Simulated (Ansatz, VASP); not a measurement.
Given: the input of a run of VASP 6.6.1 on Cu.

Contents of INCAR:

```
SYSTEM = Cu
  ALGO = Normal
  EDIFF = 1E-6
  ENCUT = 520
  GGA = PS
  ISIF = 2
  ISMEAR = -1
  LASPH = .TRUE.
  LCHARG = .TRUE.
  LELF = .TRUE.
  LREAL = .FALSE.
  LVHAR = .TRUE.
  LWAVE = .FALSE.
  NBANDS = 18
  NELM = 100
  PREC = Accurate
  SIGMA = 0.05
```

File KPOINTS:

```
k-points
0
G
  11 11 11
  0 0 0
```

Contents of POSCAR:

```
Cu
1.0
    1.2019959458     -3.9226365845      0.0000000000
    1.2019959458      3.9226365845      0.0000000000
    0.0000000000      0.0000000000      2.4420387800
Cu
2
Direct
    0.8661333500      0.1338666500      0.7500000000
    0.1338666500      0.8661333500      0.2500000000
```

Potentials or basis: VASP PAW PBE potentials, release 64 (Cu).

Run with:

```console
$ cat potpaw_PBE.64/Cu/POTCAR > POTCAR
$ mpirun -np 1 vasp_std > vasp.out
```

Task: Translate it to Ansatz 0.2.0. Potentials there: Ansatz PAW.

Result: As run (the cutoff follows the program's own potentials):

Contents of input.yaml:

```yaml
crystal:
  lattice:
    - [1.2019959458, -3.9226365845, 0.0]
    - [1.2019959458, 3.9226365845, 0.0]
    - [0.0, 0.0, 2.44203878]
  atoms:
    - { symbol: Cu, position: [0.86613335, 0.13386665, 0.75] }
    - { symbol: Cu, position: [0.13386665, 0.86613335, 0.25] }
hamiltonian:
  xc: pbesol
  pseudopotentials: { kind: paw }
kpoints:
  mp_grid: { grid: [11, 11, 11] }
scf:
  occupations: { method: fermi_dirac, width: 0.05 }
output:
  forces: true
  stress: true
  eigenvalues: true
```

Potentials or basis: Ansatz PAW.

Run with:

```console
$ ansatz run input.yaml --threads 1 --pin off --max-ram 3584MiB --backend cpu --events-out ev --progress --plain --runs-dir out
```

Both were run:

|  | VASP | Ansatz | Ansatz less VASP |
| --- | --- | --- | --- |
| gap on the k mesh at the Fermi level (eV) | none | none | - |
| pressure (GPa) | 5.7 | 5.0 | -0.70 |
| largest component of the traceless stress (GPa) | 0.67 | 0.65 | -0.027 |
| rms of the force components (eV/Å) | 0.032 | 0.029 | -0.0026 |

Atom by atom the forces differ by 0.003 eV/Å (rms over components). A gap of «none» marks a metal or a gap that the smearing closes. With one functional, cell and mesh, what is left measures potentials, basis and numerics. The two sets of potentials don't hold the same shells in valence.

Caveats: the PAW data sets were made with another functional, which shifts forces and pressure a little (VASP); the PAW data sets come from PBE, with cores solved anew for the run's functional, which leaves a small shift of forces and pressure (Ansatz).
